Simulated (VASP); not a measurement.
Input of a VASP 6.6.1 run:

File INCAR:

```
SYSTEM = Zn
ALGO = Fast
DIPOL = 0.5 0.5 0.500
EDIFF = 1E-6
EDIFFG = -0.02
ENCUT = 520
GGA = PE
IBRION = 2
IDIPOL = 3
ISIF = 2
ISMEAR = -1
IVDW = 1
LASPH = .TRUE.
LCHARG = .FALSE.
LDIPOL = .TRUE.
LREAL = .FALSE.
LWAVE = .FALSE.
NELM = 80
NSW = 60
PREC = Accurate
SIGMA = 0.05
```

The input KPOINTS:

```
k-points
0
G
  9 9 1
  0 0 0
```

POSCAR

```
Zn
1.0
    2.6169740200      0.0000000000      0.0000000000
   -1.3084870100      2.2681701736      0.0000000000
    0.0000000000      0.0000000000     27.1587934876
Zn
6
Selective dynamics
Direct
    0.3393536486      0.6787072973      0.2761536518  F F F
    0.0115275509      0.0230551018      0.3651252919  F F F
    0.3508811995      0.7017623991      0.4550417640  F F F
    0.6902348482      0.3804696963      0.5449582360  T T T
    0.3624087504      0.7248175009      0.6339298761  T T T
    0.7017623991      0.4035247981      0.7238463482  T T T
```

Potentials or basis: VASP PAW PBE potentials, release 64 (Zn).

Command:

```console
$ cat potpaw_PBE.64/Zn/POTCAR > POTCAR
$ mpirun -np 1 vasp_std > vasp.out
```

Predict the band gap on the k mesh.

none (metal or under the smearing width).

What does it give for the dispersion energy per atom?

-0.301 eV.

Predict the energy gained by relaxing.

25.2 meV/atom.

Final structure:
```yaml
crystal:
  lattice:
    - [2.61697, 0.00000, 0.00000]
    - [-1.30849, 2.26817, 0.00000]
    - [0.00000, 0.00000, 27.15879]
  atoms:
    - { symbol: Zn, position: [0.33935, 0.67871, 0.27615] }
    - { symbol: Zn, position: [0.01153, 0.02306, 0.36513] }
    - { symbol: Zn, position: [0.35088, 0.70176, 0.45504] }
    - { symbol: Zn, position: [0.69129, 0.38257, 0.55758] }
    - { symbol: Zn, position: [0.35964, 0.71927, 0.65730] }
    - { symbol: Zn, position: [0.69448, 0.38896, 0.75521] }
```

Caveat: atom-pairwise D2, TS and ULG terms overbind metals.
